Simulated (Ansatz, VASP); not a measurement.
One calculation of Mg3O2, two programs

```xyz
10
Lattice="2.6357 1.5217 5.2097 -2.6357 1.5217 5.2097 0.0000 -3.0434 5.2097" Properties=species:S:1:pos:R:3 pbc="T T T"
Mg   -0.9095    1.5217    9.1169
Mg   -0.8631   -1.5485    9.1169
Mg    1.7726    0.0268    9.1169
Mg    0.9095   -1.5217    6.5121
Mg    0.8631    1.5485    6.5121
Mg   -1.7726   -0.0268    6.5121
O     0.0000    0.0000    5.2512
O     0.0000    0.0000    2.5634
O     0.0000    0.0000   10.3779
O     0.0000    0.0000   13.0657
```

Alike in both runs: functional PBE; k mesh 12 × 12 × 12; occupations gaussian, width 0.02 eV; no spin polarisation.

Ansatz relaxed the structure, and its values are those at the end. VASP's run is a single point on that final structure, the one shown.

|  | VASP | Ansatz |
| --- | --- | --- |
| version | VASP 6.6.1 | Ansatz 0.2.0 |
| potentials or method | VASP PAW PBE potentials, release 64 (Mg, O) | scalar-relativistic, plane waves, PAW |
| plane-wave cutoff (eV) | 520 | 420 |
| valence electrons in the cell | 36 | 84 |

```csv
,VASP,Ansatz,Ansatz less VASP
gap on the k mesh at the Fermi level (eV),0.43,0.44,+0.003
least direct gap on the mesh (eV),0.79,0.80,+0.006
pressure (GPa),-0.5,0.0,+0.50
rms of the force components (eV/Å),0.004,0.002,-0.0017
```

The two sets of potentials don't hold the same shells in valence.
